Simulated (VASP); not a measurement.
Crystal: TiPbO3.

```
CELL_PARAMETERS angstrom
3.89920 0.00000 0.00000
0.00000 3.89920 0.00000
0.00000 0.00000 4.14990
ATOMIC_POSITIONS crystal
Ti 0.50000 0.50000 0.53820
Pb 0.00000 0.00000 0.00000
O 0.50000 0.50000 0.11300
O 0.50000 0.00000 0.61500
O 0.00000 0.50000 0.61500
```

```yaml
Program: VASP 6.6.1
Task: relaxation of cell and atoms
Functional: PBE
Potentials_or_basis: VASP PAW PBE potentials, release 64 (Ti_sv, Pb_d, O)
Cutoff: 600 eV
k_mesh: 8 × 8 × 8
Occupations: gaussian, width 0.03 eV
Spin: no spin polarisation
```

At the start: pressure 5.4 GPa; volume 12.62 Å³/atom.

Q: How do energy, volume and symmetry change on relaxing?

A: Over 42 steps the energy falls by 19.2 meV/atom and the volume is 14.02 Å³/atom (+11.1 %); space group P4mm (No. 99, to 0.05 Å).

Step by step:
| step | energy change (eV) | largest force (eV/Å) | pressure (GPa) | volume (Å³) |
| --- | --- | --- | --- | --- |
| 1 | 0.0000 | 0.4051 | 5.43 | 63.09 |
| 3 | -0.0314 | 0.2903 | 0.27 | 64.84 |
| 5 | -0.0357 | 0.1426 | -0.12 | 65.32 |
| 7 | -0.0522 | 0.1745 | 0.23 | 66.01 |
| 9 | -0.0392 | 1.6364 | 4.07 | 68.74 |
| 11 | -0.0700 | 0.7225 | 2.09 | 67.54 |
| 13 | -0.0790 | 0.5470 | 1.64 | 68.09 |
| 15 | -0.0858 | 0.2034 | 0.09 | 70.21 |
| 17 | -0.0890 | 0.2211 | 0.61 | 69.49 |
| 19 | -0.0915 | 0.1842 | 0.27 | 69.42 |
| 21 | -0.0926 | 0.1395 | -0.13 | 69.33 |
| 23 | -0.0937 | 0.1142 | 0.28 | 69.19 |
| 25 | -0.0942 | 0.0315 | 0.11 | 69.25 |
| 27 | -0.0943 | 0.0347 | 0.08 | 69.27 |
| 29 | -0.0945 | 0.0712 | -0.05 | 69.37 |
| 31 | -0.0949 | 0.0548 | 0.05 | 69.46 |
| 33 | -0.0950 | 0.0681 | 0.12 | 69.54 |
| 35 | -0.0954 | 0.0587 | 0.04 | 69.72 |
| 37 | -0.0955 | 0.0507 | -0.05 | 69.85 |
| 39 | -0.0957 | 0.0559 | 0.13 | 69.97 |
| 41 | -0.0958 | 0.0105 | 0.01 | 70.09 |
| 42 | -0.0958 | 0.0084 | 0.00 | 70.08 |

Final structure:
```xyz
5
Lattice="3.8419 0.0000 0.0000 0.0000 3.8419 0.0000 0.0000 0.0000 4.7478" Properties=species:S:1:pos:R:3 pbc="T T T"
Ti    1.9210    1.9210    2.4550
Pb    0.0000    0.0000    4.5607
O     1.9210    1.9210    0.7075
O     1.9210    0.0000    2.9781
O     0.0000    1.9210    2.9781
```

Caveat: the volume moved by +11 % from the deposited cell, more than functionals usually miss.
